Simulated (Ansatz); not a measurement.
# ZrSe2: the cost of one run

Method: DFT LDA, scalar-relativistic, plane waves, PAW, in Ansatz 0.2.0.

The COD entry's cell or inner coordinates are ideal or old and differ from later refinements, so a difference from it is no clean test against experiment.

## 1. Starting point

It takes space group P-3m1 (No. 164, trigonal). The conventional cell has a = 3.798 Å, b = 3.798 Å, c = 6.192 Å, α = 90.00°, β = 90.00°, γ = 120.00°. Zr (site symmetry -3m) has 6 Se at 2.68 Å as nearest neighbours. Se (site symmetry 3m) has 3 Zr at 2.68 Å as nearest neighbours.

Structure file:

```cif
data_structure
_symmetry_space_group_name_H-M 'P 1'
_symmetry_Int_Tables_number 1
_cell_length_a 3.7980
_cell_length_b 3.7980
_cell_length_c 6.1920
_cell_angle_alpha 90.000
_cell_angle_beta 90.000
_cell_angle_gamma 120.000
_cell_volume 77.35
loop_
_atom_site_label
_atom_site_type_symbol
_atom_site_fract_x
_atom_site_fract_y
_atom_site_fract_z
_atom_site_occupancy
Zr1 Zr 0.00000 0.00000 0.00000 1
Se1 Se 0.33333 0.66667 0.25000 1
Se2 Se 0.66667 0.33333 0.75000 1
```

Source of the structure: the Crystallography Open Database.

(A quick probe on a coarse mesh, which set the mesh and smearing, is not shown.)

## 3. Full relaxation

Input file input.yaml:

```yaml
crystal:
  lattice:
    - [3.798, 0.0, 0.0]
    - [-1.899, 3.2891644836, 0.0]
    - [0.0, 0.0, 6.192]
  atoms:
    - { symbol: Zr, position: [0.0, 0.0, 0.0] }
    - { symbol: Se, position: [0.3333333333, 0.6666666667, 0.25] }
    - { symbol: Se, position: [0.6666666667, 0.3333333333, 0.75] }
basis:
  ecutwfc: 420
kpoints:
  mp_grid: { grid: [12, 12, 6] }
hamiltonian:
  xc: lda
scf:
  occupations: { method: gaussian, width: 0.01 }
output:
  forces: true
  stress: true
  eigenvalues: true
relax:
  adjacent_minimum: "off"
  f_tol: 0.005
  max_steps: 80
  cell: { stress_tol: 0.05 }
```

Launch:

```
$ ansatz run input.yaml --threads 2 --pin off --max-ram 5120MiB --backend cpu --events-out ev --progress --plain --runs-dir out
```

Q: Estimate wall time and peak memory on 2 threads of Intel Xeon Platinum 8488C (Sapphire Rapids), shared host.

About 25 s, with a peak of 0.52 GiB.
